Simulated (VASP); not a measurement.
# CdSe (F-43m) in VASP: further runs

Runs on CdSe. Level: PBE. Tasks: single point, relaxation of cell and atoms.

Program: VASP 6.6.1. These are calculated values, not measurements. Logs are shortened: lines on timing, memory, paths and dates and some standing lists are left out, and cuts for length are marked.

## 1. The structure

Symmetry: F-43m, No. 216, cubic system. The conventional cell has a = 6.197 Å, b = 6.197 Å, c = 6.197 Å, α = 90.00°, β = 90.00°, γ = 90.00°. Around Cd (site symmetry -43m) lie 4 Se at 2.68 Å. Around Se (site symmetry -43m) lie 4 Cd at 2.68 Å.

Measurements of this composition are mostly on another form, of space group No. 186.

## 2. Single point, PBE

Input file INCAR:

```
SYSTEM = CdSe
PREC = Accurate
ENCUT = 520
EDIFF = 1E-6
ISMEAR = 0
SIGMA = 0.02
LREAL = .FALSE.
LASPH = .TRUE.
NELM = 80
ALGO = Fast
ISIF = 2
LWAVE = .FALSE.
LCHARG = .TRUE.
GGA = PE
LELF = .TRUE.
LVHAR = .TRUE.
NBANDS = 16
```

Input file KPOINTS:

```
regular mesh
0
G
  10 10 10
  0 0 0
```

Input file POSCAR:

```
CdSe
1.0
    0.0000000000      3.0984146588      3.0984146588
    3.0984146588      0.0000000000      3.0984146588
    3.0984146588      3.0984146588      0.0000000000
Cd Se
1 1
Direct
    0.0000000000      0.0000000000      0.0000000000
    0.7500000000      0.7500000000      0.7500000000
```

Potentials or basis: VASP PAW PBE potentials, release 64 (Cd, Se).

Run with:

```
$ cat potpaw_PBE.64/Cd/POTCAR potpaw_PBE.64/Se/POTCAR > POTCAR
$ mpirun -np 1 vasp_std > vasp.out
```

OUTCAR:

```text
SYSTEM = CdSe
   PREC = Accurate
   ENCUT = 520
   EDIFF = 1E-6
   ISMEAR = 0
   LREAL = .FALSE.
   LASPH = .TRUE.
   NELM = 80
   ISIF = 2
   GGA = PE

 ion  position               nearest neighbor table
   1  0.000  0.000  0.000-   2 2.68   2 2.68   2 2.68   2 2.68
   2  0.750  0.750  0.750-   1 2.68   1 2.68   1 2.68   1 2.68

  LATTYP: Found a face centered cubic cell.
 ALAT       =     6.1968293176

  Lattice vectors:

 A1 = (   0.0000000000,   3.0984146588,   3.0984146588)
 A2 = (   3.0984146588,   0.0000000000,   3.0984146588)
 A3 = (   3.0984146588,   3.0984146588,   0.0000000000)

Analysis of symmetry for initial positions (statically):
=====================================================================
 Subroutine PRICEL returns:
 Original cell was already a primitive cell.

 Routine SETGRP: Setting up the symmetry group for a
 face centered cubic supercell.

 Subroutine GETGRP returns: Found 24 space group operations
 (whereof 24 operations were pure point group operations)
 out of a pool of 48 trial point group operations.

The static configuration has the point symmetry T_d .

Analysis of symmetry for dynamics (positions and initial velocities):
=====================================================================
 Subroutine PRICEL returns:
 Original cell was already a primitive cell.

 Routine SETGRP: Setting up the symmetry group for a
 face centered cubic supercell.

 Subroutine GETGRP returns: Found 24 space group operations
 (whereof 24 operations were pure point group operations)
 out of a pool of 48 trial point group operations.

The dynamic configuration has the point symmetry T_d .

 Subroutine INISYM returns: Found 24 space group operations
 (whereof 24 operations are pure point group operations),
 and found     1 'primitive' translations

----------------------------------------------------------------------------------------

                                     Primitive cell

  volume of cell :      59.4906

  direct lattice vectors                    reciprocal lattice vectors
     0.000000000  3.098414659  3.098414659    -0.161372849  0.161372849  0.161372849
     3.098414659  0.000000000  3.098414659     0.161372849 -0.161372849  0.161372849
     3.098414659  3.098414659  0.000000000     0.161372849  0.161372849 -0.161372849

  length of vectors
     4.381820032  4.381820032  4.381820032     0.279505973  0.279505973  0.279505973

  position of ions in fractional coordinates (direct lattice)
     0.000000000  0.000000000  0.000000000
     0.750000000  0.750000000  0.750000000

  ion indices of the primitive-cell ions
   primitive index   ion index
                 1           1
                 2           2

----------------------------------------------------------------------------------------

 KPOINTS: regular mesh

Automatic generation of k-mesh.
 Grid dimensions read from file:
 generate k-points for:   10   10   10

 Generating k-lattice:

  Cartesian coordinates                     Fractional coordinates (reciprocal lattice)
    -0.016137285  0.016137285  0.016137285     0.100000000  0.000000000  0.000000000
     0.016137285 -0.016137285  0.016137285     0.000000000  0.100000000  0.000000000
     0.016137285  0.016137285 -0.016137285     0.000000000  0.000000000  0.100000000

  Length of vectors
     0.027950597  0.027950597  0.027950597

  Shift w.r.t. Gamma in fractional coordinates (k-lattice)
     0.000000000  0.000000000  0.000000000

 Subroutine IBZKPT returns following result:
 ===========================================

 Found     47 irreducible k-points:

 Following reciprocal coordinates:
            Coordinates               Weight
  0.000000  0.000000  0.000000      1.000000
  0.100000  0.000000  0.000000      8.000000
  0.200000  0.000000  0.000000      8.000000
  0.300000  0.000000  0.000000      8.000000
  0.400000  0.000000  0.000000      8.000000
  0.500000  0.000000  0.000000      4.000000
[... 16 lines left out ...]
  0.300000  0.300000  0.000000      6.000000
  0.400000  0.300000  0.000000     24.000000
 [... further k-points ...]
   k-points           NKPTS =     47   k-points in BZ     NKDIM =     47   number of bands    NBANDS=     16
   number of dos      NEDOS =    301   number of ions     NIONS =      2
   total plane-waves  NPLWV =  46656
   dimension x,y,z NGX =    36 NGY =   36 NGZ =   36
   dimension x,y,z NGXF=    72 NGYF=   72 NGZF=   72
   ions per type =               1   1
   NGX,Y,Z   is equivalent  to a cutoff of  13.66, 13.66, 13.66 a.u.
   NGXF,Y,Z  is equivalent  to a cutoff of  27.32, 27.32, 27.32 a.u.
 SYSTEM =  CdSe
   PREC   = accura    normal or accurate (medium, high low for compatibility)
   ISTART =      0    job   : 0-new  1-cont  2-samecut
   ICHARG =      2    charge: 1-file 2-atom 10-const
   ISPIN  =      1    spin polarized calculation?
   LNONCOLLINEAR =      F non collinear calculations
   LSORBIT =      F    spin-orbit coupling
   LASPH  =      T    aspherical Exc in radial PAW
   ENCUT  =  520.0 eV  38.22 Ry    6.18 a.u.   8.15  8.15  8.15*2*pi/ulx,y,z
   NELM   =     80;   NELMIN=  2; NELMDL= -5     # of ELM steps
   EDIFF  = 0.1E-05   stopping-criterion for ELM
   LREAL  =      F    real-space projection
   EDIFFG = 0.1E-04   stopping-criterion for IOM
   NSW    =      0    number of steps for IOM
   IBRION =     -1    ionic relax: 0-MD 1-quasi-New 2-CG
   NFREE  =      0    steps in history (QN), initial steepest desc. (CG)
   ISIF   =      2    stress and relaxation
   ISYM   =      2    0-nonsym 1-usesym 2-fastsym
   POTIM  = 0.5000    time-step for ionic-motion
   TEBEG  =    0.0;   TEEND  =   0.0 temperature during run
   PSTRESS=    0.0 pullay stress
   NELECT =      18.0000    total number of electrons
   NUPDOWN=      -1.0000    fix difference up-down
   EMIN   =  10.00;   EMAX   =-10.00  energy-range for DOS
   EFERMI =   0.00;   METHOD = LEGACY
   ISMEAR =     0;   SIGMA  =   0.02  broadening in eV -4-tet -1-fermi 0-gaus
   EFERMI_NEDOS =   21; number of points for ismear=-14 and -15
   IALGO  =     68    algorithm
   IMIX   =      4    mixing-type and parameters
     AMIX     =   0.40;   BMIX     =  1.00
     AMIX_MAG =   1.60;   BMIX_MAG =  1.00
  volume/ion in A,a.u.               =      29.75       200.73
  Fermi-wavevector in a.u.,A,eV,Ry     =   1.099047  2.076897 16.434526  1.207904
  Thomas-Fermi vector in A             =   2.235435
   LORBIT       =      0    0 simple, 1 ext, 2 COOP (PROOUT), +10 PAW based schemes
   GGA     = PE    functional components
   LHFCALC =     F    Hartree Fock is set to
   AEXX    =    0.0000 exact exchange contribution
   IVDW    =     0    specifies the selected vdW correction
   LEPSILON=     F    determine dielectric tensor
   LRPA    =     F    only Hartree local field effects (RPA)
 non-spin polarized calculation
 RMM-DIIS sequential band-by-band and
 Gauss-broadening in eV      SIGMA  =   0.02
  energy-cutoff  :      520.00
  volume of cell :       59.49
 maximum number of plane-waves:      1639
 NGX is ok and might be reduce to    36
   NGX = 17   NGY = 17   NGZ = 17

 number of electron      18.0000000 magnetization

 Free energy of the ion-electron system (eV)
  ---------------------------------------------------
  ext. energy  EPLUGINS =         0.00000000
  ---------------------------------------------------
  free energy    TOTEN  =        -5.49992523 eV

  energy without entropy =       -5.49992523  energy(sigma->0) =       -5.49992523

 E-fermi :   0.6348     XC(G=0):  -8.6335

 val. band max:        0.5128485088   @ k =   0.0000   0.0000   0.0000
 cond. band min:       1.0057865309   @ k =   0.0000   0.0000   0.0000
 fundamental gap:      0.4929380220
 Fermi energy:         0.6347849793

 k-point     1 :       0.0000    0.0000    0.0000
  band No.  band energies     occupation
      1     -11.7826      2.00000
      2      -7.2488      2.00000
      3      -7.2488      2.00000
      4      -7.2488      2.00000
      5      -6.9314      2.00000
      6      -6.9314      2.00000
[... 8 lines left out ...]
     15      11.4833      0.00000
     16      11.4833      0.00000

 k-point     2 :       0.1000    0.0000    0.0000
  band No.  band energies     occupation
      1     -11.7520      2.00000
      2      -7.2391      2.00000
      3      -7.2391      2.00000
      4      -7.2204      2.00000
      5      -6.9319      2.00000
      6      -6.9319      2.00000
[... 8 lines left out ...]
     15      10.9135      0.00000
     16      10.9135      0.00000

 k-point     3 :       0.2000    0.0000    0.0000
  band No.  band energies     occupation
      1     -11.6714      2.00000
      2      -7.2154      2.00000
      3      -7.2154      2.00000
      4      -7.1289      2.00000
      5      -6.9314      2.00000
      6      -6.9314      2.00000
[... 8 lines left out ...]
     15      10.4911      0.00000
     16      10.7853      0.00000

 k-point     4 :       0.3000    0.0000    0.0000
  band No.  band energies     occupation
      1     -11.5707      2.00000
      2      -7.1899      2.00000
      3      -7.1899      2.00000
      4      -6.9682      2.00000
      5      -6.9258      2.00000
      6      -6.9258      2.00000
[... 8 lines left out ...]
     15      10.7293      0.00000
     16      10.7293      0.00000

 k-point     5 :       0.4000    0.0000    0.0000
  band No.  band energies     occupation
      1     -11.4888      2.00000
      2      -7.1735      2.00000
      3      -7.1735      2.00000
      4      -6.9163      2.00000
      5      -6.9163      2.00000
      6      -6.7753      2.00000
[... 8 lines left out ...]
     15      11.6070      0.00000
     16      11.6070      0.00000

 k-point     6 :       0.5000    0.0000    0.0000
  band No.  band energies     occupation
      1     -11.4574      2.00000
      2      -7.1683      2.00000
      3      -7.1683      2.00000
      4      -6.9114      2.00000
      5      -6.9114      2.00000
      6      -6.6767      2.00000
[... 8 lines left out ...]
     15      12.4683      0.00000
     16      12.4683      0.00000

 k-point     7 :       0.1000    0.1000    0.0000
  band No.  band energies     occupation
      1     -11.7418      2.00000
      2      -7.2300      2.00000
      3      -7.2300      2.00000
      4      -7.2228      2.00000
      5      -6.9377      2.00000
      6      -6.9267      2.00000
[... 8 lines left out ...]
     15      10.8834      0.00000
     16      11.5704      0.00000

 k-point     8 :       0.2000    0.1000    0.0000
  band No.  band energies     occupation
      1     -11.6780      2.00000
      2      -7.2141      2.00000
      3      -7.2056      2.00000
      4      -7.1552      2.00000
      5      -6.9415      2.00000
      6      -6.9222      2.00000
[... 8 lines left out ...]
     15      11.2990      0.00000
     16      11.5688      0.00000

 k-point     9 :       0.3000    0.1000    0.0000
  band No.  band energies     occupation
      1     -11.5841      2.00000
      2      -7.1915      2.00000
      3      -7.1784      2.00000
      4      -7.0253      2.00000
      5      -6.9307      2.00000
      6      -6.9164      2.00000
[... 8 lines left out ...]
     15      11.2907      0.00000
     16      11.3405      0.00000
[... 172 lines left out ...]
 k-point    19 :       0.5000    0.2000    0.0000
  band No.  band energies     occupation
      1     -11.4230      2.00000
      2      -7.1429      2.00000
      3      -7.1179      2.00000
      4      -6.9620      2.00000
      5      -6.9057      2.00000
      6      -6.6540      2.00000
[... 8 lines left out ...]
     15      12.6164      0.00000
     16      12.6593      0.00000

 k-point    20 :      -0.4000    0.2000    0.0000
  band No.  band energies     occupation
      1     -11.4166      2.00000
      2      -7.1427      2.00000
      3      -7.1247      2.00000
      4      -6.9401      2.00000
      5      -6.9195      2.00000
      6      -6.6205      2.00000
[... 8 lines left out ...]
     15      11.3553      0.00000
     16      12.5056      0.00000

 k-point    21 :      -0.3000    0.2000    0.0000
  band No.  band energies     occupation
      1     -11.4600      2.00000
      2      -7.1478      2.00000
      3      -7.1451      2.00000
      4      -6.9367      2.00000
      5      -6.9357      2.00000
      6      -6.7383      2.00000
[... 8 lines left out ...]
     15      11.4902      0.00000
     16      12.8368      0.00000

 k-point    22 :      -0.2000    0.2000    0.0000
  band No.  band energies     occupation
      1     -11.5368      2.00000
      2      -7.1754      2.00000
      3      -7.1625      2.00000
      4      -6.9721      2.00000
      5      -6.9431      2.00000
      6      -6.8755      2.00000
[... 8 lines left out ...]
     15      11.5808      0.00000
     16      12.6745      0.00000

 k-point    23 :       0.3000    0.3000    0.0000
  band No.  band energies     occupation
      1     -11.5022      2.00000
      2      -7.1108      2.00000
      3      -7.1108      2.00000
      4      -7.0704      2.00000
      5      -6.8990      2.00000
      6      -6.8869      2.00000
[... 8 lines left out ...]
     15      12.2095      0.00000
     16      14.0686      0.00000

 k-point    24 :       0.4000    0.3000    0.0000
  band No.  band energies     occupation
      1     -11.4384      2.00000
      2      -7.1028      2.00000
      3      -7.0835      2.00000
      4      -7.0375      2.00000
      5      -6.8938      2.00000
      6      -6.7794      2.00000
[... 8 lines left out ...]
     15      12.5869      0.00000
     16      13.8683      0.00000

 [... further k-points ...]
[... 5 lines left out ...]
  --------------------------------------------------------------------------------------
  -------------------------------------------------------------------------------------
  Total        0.0845878      0.0845878      0.0845878      0.0000000      0.0000000      0.0000000
  in kB        2.2780832      2.2780832      2.2780832      0.0000000      0.0000000      0.0000000
  external PRESSURE =       2.2780832 kB  Pullay stress =       0.0000000 kB

 VOLUME and BASIS-vectors are now :
 -----------------------------------------------------------------------------
  energy-cutoff  :      520.00
  volume of cell :       59.49
      direct lattice vectors                 reciprocal lattice vectors
     0.000000000  3.098414659  3.098414659    -0.161372849  0.161372849  0.161372849
     3.098414659  0.000000000  3.098414659     0.161372849 -0.161372849  0.161372849
     3.098414659  3.098414659  0.000000000     0.161372849  0.161372849 -0.161372849

 POSITION                                       TOTAL-FORCE (eV/Angst)
 -----------------------------------------------------------------------------------
      0.00000      0.00000      0.00000        -0.000000     -0.000000     -0.000000
      4.64762      4.64762      4.64762         0.000000      0.000000      0.000000
 -----------------------------------------------------------------------------------
    total drift:                                0.000000      0.000000      0.000000

  FREE ENERGIE OF THE ION-ELECTRON SYSTEM (eV)
  ---------------------------------------------------
  free  energy   TOTEN  =        -5.4999252250 eV

  energy  without entropy=       -5.4999252250  energy(sigma->0) =       -5.49992523
```

Wall time 20 s (1 thread of Intel Xeon 6975P-C (Granite Rapids), shared host); peak memory 0.22 GiB.

Results:

| Item | Value |
| --- | --- |
| Free energy | -5.4999 eV |
| Pressure | 0.2 GPa |
| Band gap on the k mesh | 0.49 eV, direct |

Levels at points of the mesh, in eV from the valence-band top:
| k point | band 6 | band 7 | band 8 | band 9 | band 10 | band 11 | band 12 | band 13 |
| --- | --- | --- | --- | --- | --- | --- | --- | --- |
| (0.00, 0.00, 0.00) | -7.44 | 0.00 | 0.00 | 0.00 | 0.49 | 5.93 | 5.93 | 5.93 |
| (0.50, 0.00, 0.00) | -7.19 | -4.07 | -0.67 | -0.67 | 2.32 | 6.43 | 6.43 | 7.25 |
| (0.50, 0.50, 0.00) | -7.13 | -3.83 | -1.67 | -1.67 | 3.24 | 3.69 | 8.86 | 9.88 |

As with any semilocal functional, this PBE gap is likely too small.

(Continued in part 2 of 2.)
